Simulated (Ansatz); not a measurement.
The system is CdTe.

```
CELL_PARAMETERS angstrom
0.00000 3.20500 3.20500
3.20500 0.00000 3.20500
3.20500 3.20500 0.00000
ATOMIC_POSITIONS crystal
Te 0.25000 0.25000 0.25000
Cd 0.00000 0.00000 0.00000
```

Program: Ansatz 0.2.0. Alike in all runs: potentials or basis Ansatz PAW; cell as given.

Task: Order these runs on this cell by their pressure, lowest first.
A. level LDA+D3(BJ)+ATM; spin off; k mesh 7 × 7 × 7; cutoff (eV) 420; smearing gaussian 0.01 eV; driver calculator; other keys accuracy = medium; mesh quality not flagged
B. level r2SCANh+D4; spin collinear, program default start; k mesh 4 × 4 × 4; cutoff (eV) 500; smearing gaussian 0.02 eV; driver chain; mesh quality coarse
C. level LDA; spin non-collinear, ferromagnetic start; k mesh 7 × 7 × 7; cutoff (eV) 420; smearing cold 0.1 eV; driver calculator; mesh quality not flagged

Result: A (-1.8 GPa), C (0.0 GPa), B (2.5 GPa).

Caveats: some runs use coarse meshes; the PAW data sets were made with another functional, which shifts forces and pressure a little (some runs); the thresholds are loose for stress (some runs); the dispersion damping was fitted for another functional or another form of the correction (some runs); the starting moments weren't kept (some runs).
